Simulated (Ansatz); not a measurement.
A single-point run of Ansatz (plane waves, PAW) on a 12-atom cell of HfSi₃O₈ built on monoclinic HfO2 (relaxed group P1), with the lines that name the functional removed. Cell and atoms come from a relaxation with r2SCAN.

```
CELL_PARAMETERS angstrom
4.87022 0.16139 -0.02742
0.16316 4.33217 0.29305
-0.86504 0.26740 5.24322
ATOMIC_POSITIONS crystal
Hf 0.30150 0.45136 0.71970
Si 0.78165 0.92680 0.81793
Si 0.73282 0.51766 0.33971
Si 0.25832 0.08426 0.21227
O 0.44977 0.85072 0.80601
O 0.64116 0.26279 0.58996
O 0.50855 0.30026 0.11859
O 0.41706 0.75095 0.34360
O 0.07497 0.25924 0.39766
O 0.86871 0.72746 0.11646
O 0.91573 0.71335 0.61182
O 0.04975 0.15515 0.92626
```

```
scf.n_extra_bands = 7 over 43 filled bands (N_el = 86.0): the run solves 50 bands
Crystal: 12 atoms, lattice volume = 109.960 Å³
Basis set: ecut = 500 eV, 2783 PW (Γ)
Symmetry: 1 space group operations
Space group: P1 (ITA 1)
k-points: 112 of 216 (time reversal used)
SCF 1 converged in 8 iterations: F = -22213.825401 eV  dr2 = 9.02e-8
SCF converged after 8 iterations
Free energy (F): -22213.825401 eV
Fermi energy:    10.359916 eV
--- Per-component energies (eV) ---
  E_band       = -71.359186
  E_kinetic    = 1997.702545
  E_local      = -9310.965173
  E_nonlocal   = -802.688837
  E_hartree    = 4079.939403
  E_xc         = -1034.791166
  E_vxc        = -1303.017083
  E_paw        = -9796.072194
  E_vpaw       = 1111.927629
  E_vtau       = 75.796759
  E_ewald      = -7346.795221
  E_core_change = -0.163304
--- Forces (eV/Å), atoms counted from 1 ---
  atom   1  Hf    -0.00155    -0.00019      0.00169
  atom   2  Si      0.00040      0.00097    -0.00044
  atom   3  Si      0.00136      0.00012    -0.00142
  atom   4  Si      0.00089    -0.00097      0.00017
  atom   5  O       0.00053    -0.00034    -0.00023
  atom   6  O     -0.00015    -0.00017    -0.00042
  atom   7  O       0.00012    -0.00006    -0.00005
  atom   8  O     -0.00003      0.00010      0.00075
  atom   9  O     -0.00025    -0.00050      0.00031
  atom  10  O     -0.00059      0.00062      0.00047
  atom  11  O     -0.00036    -0.00026    -0.00046
  atom  12  O     -0.00044      0.00076    -0.00045
--- Stress (GPa, compression-positive) ---
        0.034598       0.004181       0.000330
        0.004180       0.021497      -0.001893
        0.000331      -0.001896       0.026043
  P = ⅓ Tr σ = 0.0274 GPa (0.274 kbar)
--- Band table (eV; the first three rows and the last of 112) ---
  k-point 0: bands = […, 8.6472, 8.8826, 9.2912, 9.6366, 9.7256, 10.3160, 15.7626, 16.3082, 16.7985, 17.5079, …]
  k-point 1: bands = […, 8.5975, 8.8084, 9.1991, 9.5663, 9.7047, 10.1678, 15.8254, 16.4869, 16.9368, 17.4741, …]
  k-point 2: bands = […, 8.4995, 8.7660, 9.0461, 9.3763, 9.6550, 9.9795, 15.9088, 16.7071, 17.1791, 17.6864, …]
  k-point 111: bands = […, 8.5762, 8.6841, 8.9760, 9.3079, 9.4415, 10.1250, 15.3589, 16.2530, 17.3590, 17.5011, …]
```

Levels at the listed points, from bands.tsv (eV from the Fermi energy, bands near the gap, counted from 0):
```tsv
# k_distance	band_38	band_39	band_40	band_41	band_42	band_43	band_44	band_45	band_46
# fermi_ev = 10.359916
# [0, 0, 0] at k_distance = 0.000000
# [-0.5, 0, 0] at k_distance = 0.656495
# [0, 0.5, 0] at k_distance = 1.593454
# [0, 0, -0.5] at k_distance = 2.481287
# [0.5, -0.5, -0.5] at k_distance = 3.506567
# [0, -0.5, -0.5] at k_distance = 4.163062
# [0.5, 0, -0.5] at k_distance = 5.100021
# [-0.5, -0.5, 0] at k_distance = 6.609827
# [0.125, 0.354167, -0.0625] at k_distance = 8.042602
# [0.3333333333, -0.5, -0.1666666667] at k_distance = 9.330398
# levels_relative_to = fermi_ev
0.000	-1.477	-1.069	-0.723	-0.634	-0.044	5.403	5.948	6.439	7.148
0.656	-1.499	-1.338	-0.878	-0.691	-0.134	5.212	6.348	6.896	7.585
1.593	-1.537	-1.251	-0.941	-0.604	0.000	5.301	5.951	6.796	7.292
2.481	-1.585	-1.334	-1.130	-0.728	-0.429	5.581	6.458	6.758	7.523
3.507	-1.676	-1.384	-1.052	-0.918	-0.235	4.999	5.893	6.999	7.141
4.163	-1.471	-1.260	-1.047	-0.737	-0.131	5.526	6.050	6.853	7.326
5.100	-1.833	-1.316	-1.069	-0.909	-0.222	5.310	6.555	6.780	7.442
6.610	-1.655	-1.342	-0.958	-0.658	-0.167	5.109	5.779	7.052	7.360
8.043	-1.518	-1.212	-0.988	-0.591	0.008	5.323	5.918	6.825	7.176
9.330	-1.679	-1.350	-1.040	-0.685	-0.151	5.055	5.868	6.979	7.406
```
In order the rows are Γ, X, Y, Z, R₂, T₂, U₂, V₂, (1/8, 0.354, -0.062), (1/3, -1/2, -1/6).

Q: Which level of theory was used?
A. PBE0
B. LDA
C. PBE
D. r2SCAN

A: D. r2SCAN. The term E_vtau belongs to a meta-GGA, which reads the kinetic-energy density. There is no exchange loop, so no exact exchange. The stress vanishes on a cell relaxed with r2SCAN. With r2SCAN the valence top lies at k = (1/8, 0.354, -0.062) and the conduction bottom at R₂, 4.99 eV higher; the smallest vertical gap, at k = (1/3, -1/2, -1/6), is 5.21 eV. Within one family of functionals the choice rests on the size of the gap and stress, not on a line of the log.

Wall time 17 s on 1 × NVIDIA H100 80GB HBM3 with 2 threads of AMD EPYC 7R13 Processor (Zen 3), with other jobs on the host; peak host memory 1.5 GiB.

All values are calculated for a non-magnetic cell, which may be hypothetical.

No spin-orbit coupling is included; it can move band edges with weight on the heavy atoms by tenths of an eV.
